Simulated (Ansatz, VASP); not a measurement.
## Two plane-wave programs on B

```
B
1.0
    -1.13355    1.13355    1.13355
     1.13355   -1.13355    1.13355
     1.13355    1.13355   -1.13355
B
1
Direct
  0.00000 0.00000 0.00000
```

Alike in both runs: task single point; functional PBEsol; k mesh 21 × 21 × 21; occupations fermi-dirac, width 0.1 eV; no spin polarisation.

|  | VASP | Ansatz |
| --- | --- | --- |
| version | VASP 6.6.1 | Ansatz 0.2.0 |
| potentials or method | VASP PAW PBE potentials, release 64 (B) | plane waves (420 eV) with PAW, scalar-relativistic |
| plane-wave cutoff (eV) | 520 | 420 |
| valence electrons in the cell | 3 | 3 |

VASP gave:

| Property | Result |
| --- | --- |
| pressure (GPa) | 10.7 |

Estimate Ansatz's values.

pressure (GPa): 10.5.

Ansatz warned: «pseudo_functional_mismatch».

Caveats: the PAW data sets were made with another functional, which shifts forces and pressure a little (VASP).
